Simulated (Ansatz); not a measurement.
**BN under changes of volume**

One of the cells (8.967 Å³/atom); the others are scaled copies at fixed shape and fractional positions:

```
N B
1.0
     2.49824    0.00000    0.00000
    -1.24912    2.16354    0.00000
     0.00000    0.00000    6.63570
N B
2 2
Direct
  0.66667 0.33333 0.25000
  0.33333 0.66667 0.75000
  0.66667 0.33333 0.75000
  0.33333 0.66667 0.25000
```

| Quantity | Value |
| --- | --- |
| Program | Ansatz 0.2.0 |
| Functional | PBE |
| Potentials or basis | Ansatz PAW |
| Cutoff | 420 eV (not typed: the program's choice for these potentials) |
| k mesh | 12 × 12 × 4 |
| Occupations | fermi-dirac, width 0.05 eV |
| Spin | no spin polarisation |

```csv
volume (Å³/atom),energy over the lowest point (meV/atom),pressure (GPa),gap on the mesh (eV)
8.429,?,?,?
8.608,26.41,16.2,4.34
8.787,11.54,10.4,4.32
8.967,2.94,5.1,4.29
9.146,0.00,0.2,4.27
9.325,2.30,-4.2,4.25
9.505,9.35,-8.3,4.22
```

Task: What does the run at 8.429 Å³/atom give?

Result: Energy over the lowest point 48.07 meV/atom; pressure 22.6 GPa; gap on the mesh 4.36 eV.

Worked out: A Birch-Murnaghan fit of order 3 (a polynomial in V^(-2/3)) to the other rows has its minimum at 9.15 Å³/atom with B0 = V·E''(V) = 236 GPa and B' = 3.7 at fixed shape and positions, which overstates the stiffness. It gives 48.11 meV/atom at 8.429 Å³/atom, against the run's 48.07, and -dE/dV = 22.7 GPa, against 22.6. A straight line through the other rows of the gap, of slope -1.2 eV per unit of ln V, extrapolates to 4.37 eV, against the run's 4.36.

Energies are extrapolated to zero smearing.

Caveats: this functional lacks dispersion, which binds the layers, so the pressure and a relaxed spacing across them are unreliable.

A mesh can miss the band edges.
